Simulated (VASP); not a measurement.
A run of VASP 6.6.1:

INCAR

```
PREC     = Accurate       # precision mode
ENCUT    = 600            # plane-wave cutoff, eV
EDIFF    = 1E-6           # SCF threshold, eV
ISMEAR   = 0              # smearing method
SIGMA    = 0.03           # smearing width, eV
LREAL    = F              # projectors in reciprocal space
LASPH    = T              # aspherical terms in the spheres
NELM     = 80             # most SCF steps
ALGO     = Normal         # electronic algorithm
ISIF     = 3              # what is computed and relaxed
LWAVE    = F              # write WAVECAR
LCHARG   = F              # write CHGCAR
GGA      = CA             # functional
IBRION   = 2              # ionic algorithm
NSW      = 90             # ionic steps
EDIFFG   = -0.01          # ionic threshold
KPAR     = 2
```

File KPOINTS:

```
regular mesh
0
Gamma
  10 10 10
```

The input POSCAR:

```
TiO2
1.0
   -1.8921000000      1.8921000000      4.7573000000
    1.8921000000     -1.8921000000      4.7573000000
    1.8921000000      1.8921000000     -4.7573000000
Ti O
2 4
Direct
    0.0000000000      0.0000000000      0.0000000000
    0.7500000000      0.2500000000      0.5000000000
    0.2081000000      0.2081000000      0.0000000000
    0.9581000000      0.4581000000      0.5000000000
    0.5419000000      0.0419000000      0.5000000000
    0.7919000000      0.7919000000      0.0000000000
```

Potentials or basis: VASP PAW LDA potentials, release 64 (Ti_sv, O).

Launch:

```console
$ cat potpaw_LDA.64/Ti_sv/POTCAR potpaw_LDA.64/O/POTCAR > POTCAR
$ mpirun -np 2 vasp_std > vasp.out
```

Hardware: 2 MPI ranks on Intel(R) Xeon(R) Platinum 8259CL CPU @ 2.50GHz (Skylake/Cascade Lake), with other jobs on the host.

Estimate the wall time of this run.

Wall time 14 min on 2 MPI ranks on Intel(R) Xeon(R) Platinum 8259CL CPU @ 2.50GHz (Skylake/Cascade Lake) (shared host), peak memory 0.39 GiB a rank. Counts: scf iterations 53, k points 102, ion steps 6.
